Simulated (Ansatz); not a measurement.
**SiO2: compression at zero temperature**

A pressure series on SiO2 (-1 to 25 GPa): equation of state, axes and gap.

Computed with Ansatz 0.2.0 (DFT LDA, scalar-relativistic, plane waves, PAW, unless a step's input says otherwise).

2 further runs of the same task are left out: 2 set aside as unsound or not needed.

### 1 The system as given

It takes space group Imma (No. 74, orthorhombic). Conventional cell: a = 5.230 Å, b = 9.476 Å, c = 8.873 Å, α = 90.00°, β = 90.00°, γ = 90.00°. Around Si (site symmetry m) lie 4 O at 1.59 to 1.61 Å. O (site symmetry mm2) is surrounded by 2 Si at 1.61 Å. O (site symmetry 2) is surrounded by 2 Si at 1.60 Å. Around O (site symmetry 2/m) lie 2 Si at 1.59 Å.

Coordinates:

```cif
data_structure
_symmetry_space_group_name_H-M 'P 1'
_symmetry_Int_Tables_number 1
_cell_length_a 6.9979
_cell_length_b 6.9979
_cell_length_c 6.9979
_cell_angle_alpha 136.113
_cell_angle_beta 94.774
_cell_angle_gamma 101.307
_cell_volume 219.88
loop_
_atom_site_label
_atom_site_type_symbol
_atom_site_fract_x
_atom_site_fract_y
_atom_site_fract_z
_atom_site_occupancy
Si1 Si 0.92756 0.84410 0.08345 1
Si2 Si 0.73935 0.15590 0.58345 1
Si3 Si 0.07244 0.15590 0.91655 1
Si4 Si 0.26065 0.84410 0.41655 1
O1 O 0.12784 0.87784 0.25000 1
O2 O 0.87216 0.12216 0.75000 1
O3 O 0.79029 0.50000 0.79029 1
O4 O 0.20971 0.00000 0.70971 1
O5 O 0.20971 0.50000 0.20971 1
O6 O 0.79029 0.00000 0.29029 1
O7 O 0.00000 0.00000 0.00000 1
O8 O 0.50000 0.00000 0.50000 1
```

It goes back to an entry of the Materials Project, which need not be the stable form.

It is the result of an earlier relaxation at this level (volume 18.32 Å³/atom; gap on the mesh: 5.43 eV).

### 2 -1 GPa

The input, input.yaml:

```yaml
crystal:
  lattice:
    - [-2.6234325422, 4.7530349171, 4.450891821]
    - [2.6234325422, -4.7530349171, 4.450891821]
    - [2.6234325422, 4.7530349171, -4.450891821]
  atoms:
    - { symbol: Si, position: [0.9275554307, 0.8441015156, 0.0834539151] }
    - { symbol: Si, position: [0.7393523996, 0.1558984844, 0.5834539151] }
    - { symbol: Si, position: [0.0724445693, 0.1558984844, 0.9165460849] }
    - { symbol: Si, position: [0.2606476004, 0.8441015156, 0.4165460849] }
    - { symbol: O, position: [0.1278353151, 0.8778353151, 0.25] }
    - { symbol: O, position: [0.8721646849, 0.1221646849, 0.75] }
    - { symbol: O, position: [0.7902924887, 0.5, 0.7902924887] }
    - { symbol: O, position: [0.2097075113, 0.0, 0.7097075113] }
    - { symbol: O, position: [0.2097075113, 0.5, 0.2097075113] }
    - { symbol: O, position: [0.7902924887, 0.0, 0.2902924887] }
    - { symbol: O, position: [0.0, 0.0, 0.0] }
    - { symbol: O, position: [0.5, 0.0, 0.5] }
basis:
  ecutwfc: 420
kpoints:
  mp_grid: { grid: [6, 6, 6] }
hamiltonian:
  xc: lda
scf:
  occupations: { method: gaussian, width: 0.02 }
output:
  forces: true
  stress: true
  eigenvalues: true
relax:
  adjacent_minimum: "off"
  f_tol: 0.008
  max_steps: 50
  cell: { stress_tol: 0.08, p_target: -1.0 }
```

Command:

```sh
$ ansatz run input.yaml --threads 2 --pin off --max-ram 5120MiB --backend cpu --events-out ev --progress --plain --runs-dir out
```

Further runs follow: the gap over the whole zone at -1 GPa; relaxing at 1 GPa; band edges over the zone at 1 GPa; target pressure 4 GPa; band edges over the zone at 4 GPa; relaxing at 12 GPa; band edges over the zone at 12 GPa; target pressure 25 GPa; the gap over the whole zone at 25 GPa.

Q: Predict the outcome of this session.

**Answer**, as computed:

| quantity | value |
| --- | --- |
| volume at 25 GPa | 11.53 Å³/atom, V/V0 = 0.629 |
| gap at 0 and 25 GPa | 5.43 eV; 5.06 eV |

In words: Up to 25 GPa the volume falls by 37.1 %. One equation of state does not fit: a third-order Birch-Murnaghan curve misses by up to 1.1 GPa, so the compression is not smooth over this range. The gap goes from 5.43 eV at zero pressure to 5.06 eV at 25 GPa. The symmetry of the start is kept, so a transition to another structure would not show.
